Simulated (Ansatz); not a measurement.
The system is GaAs.

```
As Ga
1.0
     0.00000    2.82685    2.82685
     2.82685    0.00000    2.82685
     2.82685    2.82685    0.00000
As Ga
1 1
Direct
  0.75000 0.75000 0.75000
  0.00000 0.00000 0.00000
```

Base run:

| Item | Value |
| --- | --- |
| Program | Ansatz 0.2.0 |
| Functional | PBEsol |
| Potentials or basis | all-electron PAW datasets made for the crystal |
| Cutoff | 220 eV |
| Density cutoff | 1100 eV |
| k mesh | 6 × 6 × 6 |
| Occupations | fermi-dirac, width 0.05 eV |
| Spin | no spin polarisation |

Its results: band gap on the k mesh 0.44 eV, direct; pressure 0.2 GPa.

**Question.** The run is repeated on the same cell with these changes: functional from PBEsol to PBE. What comes out?

**Answer.** Band gap on the k mesh 0.52 eV, direct; pressure 3.3 GPa.

PBE binds less tightly than PBEsol, so the same cell stands under more pressure.

A k mesh can miss the band edges.

Not every run made on this cell is shown here.
